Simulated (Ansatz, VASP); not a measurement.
# CdTe: VASP beside Ansatz, part 2 of 2

Wanted: the spread between two codes on one cell, functional and k mesh. The cell is taken from a series of VASP runs on this material, whose earlier steps may have relaxed, scaled or displaced it; both programs get it as it stands.

VASP 6.6.1 and Ansatz 0.2.0.

So far: Starting point; Ansatz: band structure, r2SCAN-EpsX with an exact-exchange share of 0.114.

### 3. VASP: band structure, r2SCAN-EpsX with an exact-exchange share of 0.114

Level of this step: r2SCAN-EpsX, exact-exchange share 1/8.773; plane waves and PAW (Te, Cd) (VASP).

The same cell, functional, mesh and smearing now go to VASP, with its own data sets and cutoff.

Lines of VASP's logs that name or quote its potential files are left out, and so is its time.

The run reads the wave functions of an earlier VASP run, which isn't shown here.

File INCAR:

```
SYSTEM = CdTe
PREC = Accurate
ENCUT = 350
EDIFF = 1E-06
NELM = 100
ISMEAR = 0
SIGMA = 0.03
LREAL = .FALSE.
ALGO = Normal
LHFCALC = .TRUE.
AEXX = 0.114
METAGGA = R2SCAN
LASPH = .TRUE.
NBANDS = 15
PRECFOCK = Fast
HFRCUT = -1
LORBIT = 11
LWAVE = .FALSE.
LCHARG = .FALSE.
KPAR = 4
```

File POSCAR:

```
CdTe
1.0
    0.0000000000      3.1400000000      3.1400000000
    3.1400000000      0.0000000000      3.1400000000
    3.1400000000      3.1400000000      0.0000000000
Te Cd
1 1
Direct
    0.7500000000      0.7500000000      0.7500000000
    0.0000000000      0.0000000000      0.0000000000
```

File KPOINTS:

```
Automatic mesh
0
Gamma
4 4 4
0 0 0
```

File KPOINTS_OPT:

```
Line mode
10
Line-mode
Reciprocal
  0.00000000   0.00000000   0.00000000 GAMMA
  0.50000000   0.00000000   0.50000000 X

  0.50000000   0.00000000   0.50000000 X
  0.50000000   0.25000000   0.75000000 W

  0.50000000   0.25000000   0.75000000 W
  0.37500000   0.37500000   0.75000000 K

  0.37500000   0.37500000   0.75000000 K
  0.00000000   0.00000000   0.00000000 GAMMA

  0.00000000   0.00000000   0.00000000 GAMMA
  0.50000000   0.50000000   0.50000000 L

  0.50000000   0.50000000   0.50000000 L
  0.62500000   0.25000000   0.62500000 U

  0.62500000   0.25000000   0.62500000 U
  0.50000000   0.25000000   0.75000000 W

  0.50000000   0.25000000   0.75000000 W
  0.50000000   0.50000000   0.50000000 L

  0.50000000   0.50000000   0.50000000 L
  0.37500000   0.37500000   0.75000000 K

  0.62500000   0.25000000   0.62500000 U
  0.50000000   0.00000000   0.50000000 X
```

Potentials, in the order of the species: Te and Cd (PBE family, release 64).

Launch:

```bash
$ mpirun -np 4 vasp_std
```

Numbers of over 12 decimals in the logs are rounded to 6 here.

Output:

```text
[banner, memory and clock lines left out]
running    4 mpi-ranks, on    1 nodes
 distrk:  each k-point on    1 cores,    4 groups
 distr:  one band on    1 cores,    1 groups

 POSCAR found type information on POSCAR TeCd
 POSCAR found :  2 types and       2 ions
|                                                                             |
|               ----> ADVICE to this user running VASP <----                  |
|                                                                             |
|     You enforced a specific xc type in the INCAR file but a different       |
|     [... a line on the potential file left out ...]
|     I HOPE YOU KNOW WHAT YOU ARE DOING!                                     |
|                                                                             |

 LDA part: xc-table for (None), standard interpolation
 found WAVECAR, reading the header
 POSCAR, INCAR and KPOINTS ok, starting setup
 FFT: planning ... GRIDC
 FFT: planning ... GRID_SOFT
 FFT: planning ... GRID
 HFRCUT set to (new)   9.816804
 reading WAVECAR
 the WAVECAR file was read successfully
 initial charge from wavefunction
 entering main loop
       N       E                     dE             d eps       ncg     rms          rms(c)
DAV:   1    -0.425324535397E+02   -0.42532E+02   -0.13165E+00   268   0.120E+01    0.563E+00
DAV:   2    -0.425151616550E+02    0.17292E-01   -0.10144E-01   303   0.463E+00    0.341E+00
DAV:   3    -0.425166511101E+02   -0.14895E-02   -0.12062E-02   289   0.137E+00    0.214E+00
DAV:   4    -0.425174020795E+02   -0.75097E-03   -0.77833E-04   282   0.283E-01    0.132E+00
DAV:   5    -0.425176105018E+02   -0.20842E-03   -0.18865E-04   282   0.114E-01    0.833E-01
DAV:   6    -0.425176983205E+02   -0.87819E-04   -0.67222E-05   282   0.677E-02    0.525E-01
DAV:   7    -0.425177341361E+02   -0.35816E-04   -0.18761E-05   282   0.377E-02    0.326E-01
DAV:   8    -0.425177479959E+02   -0.13860E-04   -0.70057E-06   282   0.237E-02    0.202E-01
DAV:   9    -0.425177530583E+02   -0.50624E-05   -0.28941E-06   282   0.153E-02    0.124E-01
DAV:  10    -0.425177546974E+02   -0.16391E-05   -0.11721E-06   211   0.991E-03    0.755E-02
DAV:  11    -0.425177550877E+02   -0.39038E-06   -0.63593E-07   204   0.754E-03
   1 F= -.42517755E+02 E0= -.42517755E+02  d E =-.704759E-14
 Start KPOINTS_OPT (optional k-point list driver)
k-point batch [1-8\100]
       N       E                     dE             ncg
DAV:   1     0.239310160768E+03   -0.11844E+04      240
DAV:   2    -0.586989349425E+03   -0.82630E+03      268
DAV:   3    -0.619499631082E+03   -0.32510E+02      275
DAV:   4    -0.619897191728E+03   -0.39756E+00      367
DAV:   5    -0.619898712636E+03   -0.15209E-02      317
DAV:   6    -0.619898726024E+03   -0.13388E-04      367
DAV:   7    -0.619898726127E+03   -0.10253E-06      239
[...]
k-point batch [97-100\100]
       N       E                     dE             ncg
DAV:   1     0.224830247938E+04   -0.17569E+04      120
DAV:   2     0.184122450877E+04   -0.40708E+03      141
DAV:   3     0.182643751822E+04   -0.14787E+02      155
DAV:   4     0.182628059134E+04   -0.15693E+00      194
DAV:   5     0.182628010933E+04   -0.48201E-03      176
DAV:   6     0.182628010682E+04   -0.25101E-05      201
DAV:   7     0.182628010680E+04   -0.23332E-07      137
```

Parts of OUTCAR (step 3):

```text
ion  position               nearest neighbor table
   1  0.750  0.750  0.750-   2 2.72   2 2.72   2 2.72   2 2.72
   2  0.000  0.000  0.000-   1 2.72   1 2.72   1 2.72   1 2.72

  LATTYP: Found a face centered cubic cell.
 ALAT       =     6.2800000000

 Subroutine GETGRP returns: Found 24 space group operations
 (whereof 24 operations were pure point group operations)

The static configuration has the point symmetry T_d .

 Found      8 irreducible k-points:

   k-points           NKPTS =      8   k-points in BZ     NKDIM =     64   number of bands    NBANDS=     15

   dimension x,y,z NGX =    28 NGY =   28 NGZ =   28
   dimension x,y,z NGXF=    56 NGYF=   56 NGZF=   56

   ENCUT  =  350.0 eV  25.72 Ry    5.07 a.u.   6.77  6.77  6.77*2*pi/ulx,y,z

   NELECT =      18.0000    total number of electrons

 k-points in reciprocal lattice and weights: Automatic mesh
   0.00000000  0.00000000  0.00000000       0.016
   0.25000000  0.00000000  0.00000000       0.125
   0.50000000  0.00000000  0.00000000       0.062
   0.25000000  0.25000000  0.00000000       0.094
   0.50000000  0.25000000  0.00000000       0.375
  -0.25000000  0.25000000  0.00000000       0.188
   0.50000000  0.50000000  0.00000000       0.047
  -0.25000000  0.50000000  0.25000000       0.094

  exchange ACFDT corr.  =         0.00000000  see jH, gK, PRB 81, 115126

 average (electrostatic) potential at core
       1 -92.9609       2 -40.0579

 E-fermi :   2.8488

 k-point     1 :       0.0000    0.0000    0.0000
  band No.  band energies     occupation
    ...
      5      -6.4653      2.00000
      6      -6.4653      2.00000
      7       2.6975      2.00000
      8       2.6975      2.00000
      9       2.6975      2.00000
     10       4.8575      0.00000
     11       8.2707      0.00000
     12       8.2707      0.00000
     13       8.2707      0.00000
     14      11.5027      0.00000
    ...

 k-point     2 :       0.2500    0.0000    0.0000
  band No.  band energies     occupation
    ...
      5      -6.4662      2.00000
      6      -6.4662      2.00000
      7      -0.4073      2.00000
      8       2.1521      2.00000
      9       2.1521      2.00000
     10       5.8878      0.00000
     11       8.9023      0.00000
     12       8.9023      0.00000
     13       9.3406      0.00000
     14      12.1282      0.00000
    ...

 k-point     3 :       0.5000    0.0000    0.0000
  band No.  band energies     occupation
    ...
      5      -6.4538      2.00000
      6      -5.9646      2.00000
      7      -2.6077      2.00000
      8       1.7125      2.00000
      9       1.7125      2.00000
     10       5.6253      0.00000
     11       8.8589      0.00000
     12       8.8590      0.00000
     13      10.7963      0.00000
     14      13.1151      0.00000
    ...

  energy-cutoff  :      350.00
  volume of cell :       61.92
      direct lattice vectors                 reciprocal lattice vectors
     0.000000000  3.140000000  3.140000000    -0.159235669  0.159235669  0.159235669
     3.140000000  0.000000000  3.140000000     0.159235669 -0.159235669  0.159235669
     3.140000000  3.140000000  0.000000000     0.159235669  0.159235669 -0.159235669

 POSITION                                       TOTAL-FORCE (eV/Angst)
 -----------------------------------------------------------------------------------
      4.71000      4.71000      4.71000         0.000000     -0.000000     -0.000000
      0.00000      0.00000      0.00000        -0.000000      0.000000      0.000000
 -----------------------------------------------------------------------------------
    total drift:                               -0.000020     -0.000023     -0.000009

  FREE ENERGIE OF THE ION-ELECTRON SYSTEM (eV)
  ---------------------------------------------------
  free  energy   TOTEN  =       -42.5177550877 eV

  energy  without entropy=      -42.5177550877  energy(sigma->0) =      -42.51775509

 total charge
# of ion       s       p       d       tot
------------------------------------------
    1        1.330   2.244   0.026   3.600
    2        0.458   0.374   9.548  10.380
--------------------------------------------------
tot          1.787   2.618   9.574  13.979

[... 3 further parts left out ...]
```

### 4. Comparison

Known differences besides the potentials themselves: exact exchange at q = 0 is treated differently, which shows on coarse meshes; VASP keeps PBE cores, Ansatz makes them for the functional; the data sets hold 36 valence electrons in Ansatz (default PAW (the set named soft_2) files) and 18 in VASP; the cutoff is 500 eV in Ansatz and 350 eV in VASP; VASP takes a coarser grid for exact exchange (PRECFOCK = Fast). Total energies have different zeros and are not compared.

Both answers:

```csv
quantity,Ansatz,VASP,difference
gap over the path points (eV),2.193,2.160,+0.033
```

Levels at points of the path, from each program's valence-band top (eV; 4 filled, then empty):

| k (reciprocal lattice) | Ansatz | VASP |
| --- | --- | --- |
| 0.000 0.000 0.000 | -9.23 0.00 0.00 0.00 2.19 5.59 5.59 | -9.16 0.00 0.00 0.00 2.16 5.57 5.57 |
| 0.500 0.000 0.500 | -8.50 -5.04 -2.35 -2.35 3.21 3.55 10.77 | -8.45 -5.05 -2.36 -2.36 3.20 3.54 10.83 |
| 0.500 0.222 0.722 | -8.39 -4.88 -2.89 -2.75 5.33 5.57 7.07 | -8.34 -4.90 -2.90 -2.77 5.33 5.57 7.05 |
| 0.403 0.347 0.750 | -8.44 -4.91 -3.19 -2.03 3.87 5.67 8.45 | -8.38 -4.92 -3.20 -2.04 3.86 5.67 8.44 |
| 0.125 0.125 0.250 | -9.22 -2.20 -0.97 -0.23 3.64 5.49 5.98 | -9.15 -2.22 -0.97 -0.23 3.62 5.48 5.95 |
| 0.278 0.278 0.278 | -9.23 -3.47 -0.62 -0.62 3.18 6.26 6.26 | -9.16 -3.49 -0.63 -0.63 3.16 6.24 6.24 |
| 0.556 0.389 0.556 | -8.63 -5.10 -2.12 -1.30 3.95 5.69 6.95 | -8.58 -5.12 -2.13 -1.31 3.93 5.69 6.93 |
| 0.583 0.250 0.667 | -8.43 -4.90 -3.16 -2.12 4.05 5.68 8.14 | -8.38 -4.92 -3.17 -2.14 4.04 5.68 8.13 |
| 0.500 0.306 0.694 | -8.44 -4.86 -3.06 -2.30 5.19 5.68 6.81 | -8.38 -4.88 -3.08 -2.31 5.18 5.68 6.80 |
| 0.486 0.486 0.528 | -8.71 -5.27 -1.08 -1.00 3.06 6.09 6.24 | -8.66 -5.29 -1.09 -1.01 3.03 6.08 6.21 |

Among the levels compared at these points, filled levels agree within 69 meV and empty ones within 60 meV.

### 5. What came out

- difference in gap over the path points (band structure, r2SCAN-EpsX with an exact-exchange share of 0.114): 0.033 eV

In words: The difference in gap over the path points is 0.033 eV (band structure, r2SCAN-EpsX with an exact-exchange share of 0.114), within the 0.08 eV picked in this series as the mark of a large difference. How closely two codes agree says nothing of how well the functional describes the real material.

[Lines on the potential files, build, host, timing and source positions are cut from VASP's logs without a mark.]

[Logs are printed without paths, hosts, clocks, repeated set-up lines and the standing remarks that a program may print on its own settings, such as how far it seeks lower states.]

[Hosts, paths, dates, database ids (printed as entryN), source tags and the programs' standing remarks are cut or masked in the printed files.]
